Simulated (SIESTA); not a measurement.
Runs of SIESTA 5.4.2 on TaN. Symmetry: Fm-3m, No. 225, cubic system. The conventional cell has a = 4.423 Å, b = 4.423 Å, c = 4.423 Å, α = 90.00°, β = 90.00°, γ = 90.00°. Ta (site symmetry m-3m) has 6 N at 2.21 Å as nearest neighbours. N (site symmetry m-3m) is surrounded by 6 Ta at 2.21 Å. The cell comes from a database or a generator and needn't be the stable form of this composition.

```csv
task,level,potentials or basis,cell,gap on the mesh (eV),pressure (GPa),V0 of scaled cells (Å³/atom),B0 (GPa)
single point,PBE,"PseudoDojo 0.4 standard (PBE files), DZP (energy shift 0.003 Ry; two zetas on semicore shells)","atoms moved at random, drawn with an rms of 0.05 Å",none,6.8,-,-
equation of state,PBE,"PseudoDojo 0.4 standard (PBE files), DZP (energy shift 0.003 Ry; two zetas on semicore shells)",as given,-,-,(a),(b)
single point,PBE,"PseudoDojo 0.4 standard (PBE files), DZP (energy shift 0.003 Ry; two zetas on semicore shells)",as given,none,5.1,-,-
equation of state,LDA,"PseudoDojo 0.4 standard (LDA files), DZP (energy shift 0.003 Ry; two zetas on semicore shells)",as given,-,-,10.43,384
```

Alike in all rows: no spin polarisation; k mesh 10 × 10 × 10; smearing fermi-dirac 0.05 eV; grid cutoff 800 Ry; energy shift 0.003 Ry.

Q: Fill in the values left out.

A: (a) 10.97; (b) 333.

Caveats: short orbitals over semicore shells can move pressures by several GPa; the basis of atomic orbitals isn't converged, which shifts pressures, moduli and gaps.

A k mesh can miss the band edges, and the runs leave out spin-orbit coupling on Ta.

A gap of «none» marks a metal or a gap under the smearing width.
